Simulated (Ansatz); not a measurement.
The system is Sb.

```xyz
1
Lattice="-1.8713 1.8713 1.8713 1.8713 -1.8713 1.8713 1.8713 1.8713 -1.8713" Properties=species:S:1:pos:R:3 pbc="T T T"
Sb    0.0000    0.0000    0.0000
```

This isn't the form of Sb at room conditions, which is rhombohedral.

Base run:

- Program: Ansatz 0.2.0
- Functional: PBEsol
- Potentials or basis: Ansatz PAW
- Cutoff: 420 eV (not typed: the program's choice for these potentials)
- k mesh: 7 × 7 × 7
- Occupations: fermi-dirac, width 0.05 eV
- Spin: spin-orbit coupling, no magnetisation

Its results: band gap on the k mesh none (metal or under the smearing width); pressure -0.5 GPa.

**Question.** The run is repeated on the same cell with these changes: functional from PBEsol to LDA. What comes out?

**Answer.** Band gap on the k mesh none (metal or under the smearing width); pressure -1.3 GPa.

LDA binds more tightly than PBEsol, so the same cell stands under less pressure.

Caveats: the PAW data sets come from PBE, with cores solved anew for the run's functional, which leaves a small shift of forces and pressure.
